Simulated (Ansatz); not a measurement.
One atom moved over a plane in PtS2

The calculation used Ansatz, DFT PBEsol, scalar-relativistic, plane waves, PAW. Cutoff 420 eV, Γ-centred 12×12×8 k-points, Gaussian smearing of 0.05 eV. Spin–orbit coupling is left out, which matters for the heavy elements here. No spin polarisation. Energies are free energies at this smearing, counted from the undisturbed cell; pressure is positive in compression.

The starting cell (as given, not relaxed at this level; it stands at -2.8 GPa):

```yaml
crystal:
  lattice:
    - [3.54320, 0.00000, 0.00000]
    - [-1.77160, 3.06850, 0.00000]
    - [0.00000, 0.00000, 5.03880]
  atoms:
    - { symbol: Pt, position: [0.00000, 0.00000, 0.00000] }
    - { symbol: S, position: [0.33333, 0.66667, 0.25000] }
    - { symbol: S, position: [0.66667, 0.33333, 0.75000] }
```

The cell holds layers and no dispersion correction was added, so their binding is poorly described.

Atom 2 (S) is moved by p along (0.707, 0.707, 0.000) and q along (0.000, 0.000, 1.000) (Å), all else fixed. Points are written (p, q).

Energy above the undisturbed cell in eV/cell (a dash: not computed):

```csv
p \ q,-0.300,-0.150,0.000,0.150,0.300
-0.300,1.00,0.51,0.34,0.41,0.67
-0.150,0.53,–,0.09,–,0.57
0.000,0.36,0.04,0.00,0.19,0.53
0.150,0.56,–,0.10,–,–
0.300,1.23,–,0.44,–,0.72
```

Pressure in GPa:

```
 p \ q  -0.300  -0.150  0.000  0.150  0.300
-0.300    15.5     7.1    0.2   -5.1   -9.0
-0.150    11.7       –   -2.0      –  -10.3
 0.000    10.3     3.1   -2.8   -7.4  -10.7
 0.150    12.0       –   -1.9      –      –
 0.300    17.5       –    1.3      –   -8.5
```

Gap on the k-mesh in eV:

```csv
p \ q,-0.300,-0.150,0.000,0.150,0.300
-0.300,0.35,0.41,0.18,0.03,0.00
-0.150,0.50,–,0.36,–,0.00
0.000,0.54,0.63,0.48,0.04,0.00
0.150,0.47,–,0.37,–,–
0.300,0.35,–,0.24,–,0.00
```

Where the gap reads zero the k-mesh, chosen for the insulator, is on the coarse side.